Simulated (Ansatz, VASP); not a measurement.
One calculation of Sb, two programs

```
CELL_PARAMETERS angstrom
3.08334 0.00000 0.00000
0.00000 3.08334 0.00000
0.00000 0.00000 3.08334
ATOMIC_POSITIONS crystal
Sb 0.00000 0.00000 0.00000
```

Alike in both runs: task electric field gradients; functional PBEsol; k mesh 12 × 12 × 12; occupations fermi-dirac, width 0.05 eV; no spin polarisation.

|  | VASP | Ansatz |
| --- | --- | --- |
| version | VASP 6.6.1 | Ansatz 0.2.0 |
| potentials or method | VASP PAW PBE potentials, release 64 (Sb) | PAW with Ansatz's default frozen-core files, scalar-relativistic |
| plane-wave cutoff (eV) | 520 | 420 |
| valence electrons in the cell | 5 | 15 |

```csv
,VASP,Ansatz,Ansatz less VASP
pressure (GPa),-1.1,-1.2,-0.10
Vzz of the field gradient on the site that differs most (V/Å²),0.0,0.0,0.00
```

With one functional, cell and mesh, what is left measures potentials, basis and numerics. The two sets of potentials don't hold the same shells in valence. Ansatz warned: «gradients_without_spin_orbit».

Caveats: the PAW data sets were made with another functional, which shifts forces and pressure a little (VASP). The runs have no spin-orbit coupling, so splittings on Sb are missing.
